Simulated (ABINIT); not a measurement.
Runs of ABINIT 10.8.3 (patched build) on W. Symmetry: Im-3m, No. 229, cubic system. Conventional cell: a = 3.165 Å, b = 3.165 Å, c = 3.165 Å, α = 90.00°, β = 90.00°, γ = 90.00°. W (site symmetry m-3m) has 8 W at 2.74 Å as nearest neighbours. 

```tsv
potentials or basis	cutoff (eV)	fine-grid cutoff	gap on the mesh (eV)	pressure (GPa)
JTH PAW PBE v2.0	517	1034.03 eV	none	(a)
Ansatz PAW PBE default generated set, frozen core	490	979.61 eV	none	1.3
PseudoDojo NC SR PBE v0.4.1 standard	1197	-	none	-0.5
SG15 NC PBE v1.2	844	-	none	-11.4
Ansatz NC r2SCAN	1469	-	none	(b)
```

Alike in all rows: task band structure; level r2SCAN; no spin polarisation; cell as given; k mesh 12 × 12 × 12; smearing fermi-dirac 0.05 eV.

**Question.** Estimate the missing entries.

**Answer.** (a) 2.6; (b) 1.8.

Caveats: spin-orbit coupling is left out, which moves the levels of the heavy elements; the PAW data sets were made with another functional, which shifts forces and pressure a little (some runs); the potentials were made for another functional, which shifts forces and pressure (some runs); the atomic spheres overlap (some runs); a meta-GGA on potentials with a model core is unreliable (some runs).

A k mesh can miss the band edges, and the runs leave out spin-orbit coupling on W.

A gap of «none» marks a metal or a gap under the smearing width.

The runs don't all hold the same shells in valence.
